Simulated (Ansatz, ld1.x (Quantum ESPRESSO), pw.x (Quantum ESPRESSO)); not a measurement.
# Cr (Z = 24): one change to the RRKJ potential, in the atom and in the fcc crystal

Cr, norm-conserving RRKJ (Kleinman–Bylander form), made with ld1.x (Quantum ESPRESSO) 7.5 (LDA (PW92), scalar-relativistic). Core [Ar], reference 3d5 4s0 4p1. Waves: 4p (bound): rc 3.55 bohr; 3d (bound): rc 1.90 bohr; 4s (bound, empty): rc 2.30 bohr. Local part: the s channel. Core correction: none. rho0 = 0.01.

Change: wave 4s (bound): rc 2.30 bohr becomes 4s (bound): rc 2.16 bohr.

Cutoffs, loose and tight: the cutoffs (Ry, on a coarse ladder) from which the occupation-weighted sum of valence levels, in a spherical-Bessel basis at the reference potential, stays within 10 and 1 mRy of its value at 400 Ry. They do not see the model core or the augmentation charge, which bear on the density cutoff. Test errors are all-electron minus pseudo excitation energies from the reference, over the configurations 3d5 4s1 4p0; 3d5 4s0 4p0; 3d4 4s0 4p0; 3d3 4s0 4p0; 3d6 4s0 4p0; 3d5.5 4s0.5 4p0; 3d2 4s0 4p0 (two spin-polarised tests are not counted in the largest error); variants that change the core or the reference have their own tests.

Crystal test: fcc Cr in pw.x 7.5, no spin, 16³ k-points, Fermi–Dirac smearing 0.01 Ry, cutoffs set for each file from its atomic test. The reference is all-electron LAPW (Ansatz 0.2.0) with the same functional, mesh and smearing; V0 and B0 come from Birch–Murnaghan fits to the pressures at five volumes. Errors are pseudo minus all-electron; Δ is the rms difference of the E(V) curves that follow from these fits, minima aligned, over ±6 % about the mean V0. Mesh and smearing are coarse, so the numbers serve the comparison and aren't converged zero-temperature values; the lattice is a test structure that the element need not adopt. Spin polarisation and strong correlation are left out, which matters for this element.

All-electron: a0 = 3.548 Å (V0 = 11.17 Å³/atom), B0 = 272.9 GPa.

Q: Does the change bring the crystal closer to the all-electron result?

A: The mean pressure error goes from +3.42 to +2.78 GPa, so the change moves the solid closer to the all-electron pressures.

| quantity | base | changed |
| --- | --- | --- |
| outcome (atom) | generated | generated |
| cutoff, loose (atom) | 50 Ry | 50 Ry |
| cutoff, tight (atom) | 70 Ry | 70 Ry |
| bound ghosts (atom) | none | none |
| largest test error (meV) (atom) | -349 over the solved tests; 1 of 9 tests not solved or not reliable | -347 over the solved tests; 1 of 9 tests not solved or not reliable |
| cutoffs in pw.x (Ry) | 85/340 | 85/340 |
| a0 (Å) | 3.562 | 3.560 |
| a0 error (%) | +0.40 | +0.33 |
| B0 error (%) | +1.7 | +1.9 |
| Δ (meV/atom) | 8.2 | 6.7 |
| mean pressure error (GPa) | +3.42 | +2.78 |

Base: The largest radius (3.55 bohr) exceeds half the bond length (2.37 bohr), so the spheres overlap, which is one possible source of error among others. Atomic configuration tests: 1 of 9 tests not solved or not reliable. Changed file: The largest radius (3.55 bohr) exceeds half the bond length (2.37 bohr), so the spheres overlap, which is one possible source of error among others. Atomic configuration tests: 1 of 9 tests not solved or not reliable. The atomic cutoffs weigh occupied waves only.
